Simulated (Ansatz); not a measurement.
TiSi2:

```
CELL_PARAMETERS angstrom
0.00000 4.11752 4.26290
2.38951 0.00000 4.26290
2.38951 4.11752 0.00000
ATOMIC_POSITIONS crystal
Ti 0.75000 0.75000 0.75000
Ti 0.50000 0.50000 0.50000
Si 0.41257 0.08743 0.41257
Si 0.08743 0.41257 0.08743
Si 0.16257 0.83743 0.16257
Si 0.83743 0.16257 0.83743
```

The cell is a database's computed one.

```yaml
Program: Ansatz 0.2.0
Task: single point
Functional: PBE
Potentials_or_basis: all-electron LAPW, scalar-relativistic
Cutoff: 238 eV (chosen from the basis error)
Basis_error_allowed: 0.001 eV/atom
k_mesh: 7 × 7 × 7
Occupations: fermi-dirac, width 0.05 eV
Spin: no spin polarisation
```

On this cell: pressure 2.1 GPa; largest force 0.021 eV/Å; band gap on the k mesh none (metal or under the smearing width).

The same run follows on a disturbed copy (atoms moved at random, drawn with an rms of 0.05 Å):

```xyz
6
Lattice="0.0000 4.1175 4.2629 2.3895 0.0000 4.2629 2.3895 4.1175 0.0000" Properties=species:S:1:pos:R:3 pbc="T T T"
Ti    3.6333    6.1117    6.3765
Ti    2.3463    4.1090    4.2783
Si    1.1705    3.3480    2.1337
Si    1.2065    0.7287    2.1475
Si    2.4337    1.3170    4.3016
Si    2.3347    6.9183    4.2719
```

Question: What does the disturbed cell give?

Answer: The energy (extrapolated to zero smearing) moves by +15.1 meV/atom; pressure 2.7 GPa; largest force 1.097 eV/Å; band gap on the k mesh none (metal or under the smearing width).

Forces on the atoms (eV/Å):
```
Ti  -0.942  0.465  0.314
Ti   0.609 -0.106 -0.214
Si   0.194  0.147  0.112
Si   0.047 -0.301  0.301
Si  -0.274  0.036 -0.566
Si   0.366 -0.242  0.053
```

Stress tensor (GPa, compression positive):
```
 2.74 -0.55 -1.20
-0.55  1.34  1.33
-1.20  1.33  3.88
```
